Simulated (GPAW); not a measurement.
A run of GPAW 26.7.0:

File run.py:

```python
from ase import Atoms
from ase.filters import FrechetCellFilter
from ase.io import write
from ase.optimize import BFGS
from ase.units import GPa
from gpaw import GPAW, PW, setup_paths

setup_paths.insert(0, '.')

atoms = Atoms(['Li', 'H'],
              cell=[[0.0, 2.03675, 2.03675],
                    [2.03675, 0.0, 2.03675],
                    [2.03675, 2.03675, 0.0]],
              scaled_positions=[[0.0, 0.0, 0.0],
                                [0.5, 0.5, 0.5]],
              pbc=True)

calc = GPAW(mode=PW(800),
            xc='PBEsol',
            kpts={'size': (11, 11, 11), 'gamma': True},
            occupations={'name': 'fermi-dirac', 'width': 0.05},
            nbands=8,
            convergence={'density': 1e-05, 'forces': 0.0001},
            maxiter=150,
            txt='gpaw.txt')
atoms.calc = calc
opt = BFGS(FrechetCellFilter(atoms, scalar_pressure=20 * GPa), trajectory='relax.traj', logfile='-')
done = opt.run(fmax=0.02, steps=60)
calc.write('gs.gpw')
write('result.traj', atoms)
print('Converged:', done)
print('Cell:', atoms.cell.cellpar().round(4))
print('Volume:', round(atoms.get_volume(), 4))
print(atoms.get_scaled_positions().round(5))
```

Potentials or basis: PAW data sets generated in the run's folder for this functional, pw.

The run is started by

```console
$ gpaw-setup -f PBEsol H Li
$ OMP_NUM_THREADS=1 python run.py
```

Hardware: 1 thread of Arm Neoverse V2, on a shared host.

Q: Estimate the wall time of this run.

A: Run time: 26 s on 1 thread of Arm Neoverse V2 (shared host), peak memory 0.17 GiB. Counts: scf iterations 42, plane waves 893, bands 8, k points 56, ion steps 5.
